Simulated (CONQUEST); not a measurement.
**Be under changes of volume**

One of the cells (8.105 Å³/atom); the others are scaled copies at fixed shape and fractional positions:

```
CELL_PARAMETERS angstrom
2.28530 0.00000 0.00000
0.00000 3.58420 0.00000
0.00000 0.00000 3.95826
ATOMIC_POSITIONS crystal
Be 0.00000 0.75000 0.33333
Be 0.50000 0.75000 0.83333
Be 0.00000 0.25000 0.66667
Be 0.50000 0.25000 0.16667
```

```yaml
Program: CONQUEST 1.3
Functional: PBE
Potentials_or_basis: PseudoDojo NC PBE, DZ, grid of 24 × 36 × 40 points
k_mesh: 11 × 8 × 7
Occupations: fermi-dirac, width 0.05 eV
Spin: no spin polarisation
```

```csv
volume (Å³/atom),energy over the lowest point (meV/atom),pressure (GPa),largest force (eV/Å)
7.619,?,?,?
7.781,399.74,101.2,0.030
7.943,302.92,90.6,0.032
8.105,215.54,82.5,0.024
8.268,135.73,74.7,0.029
8.430,64.14,66.8,0.024
8.592,0.00,60.3,0.012
```

Question: What does the run at 7.619 Å³/atom give?

Answer: Energy over the lowest point 507.88 meV/atom; pressure 112.9 GPa; largest force 0.033 eV/Å.

Worked out: A Birch-Murnaghan fit of order 3 (a polynomial in V^(-2/3)) to the other rows has no minimum within the range. It gives 506.12 meV/atom at 7.619 Å³/atom, against the run's 507.88, and -dE/dV = 110.3 GPa, against 112.9.

Energies are extrapolated to zero smearing.

Caveats: the atomic basis is small; the cell as given lies far from equilibrium; the basis of atomic orbitals isn't converged, which shifts pressures, moduli and gaps.
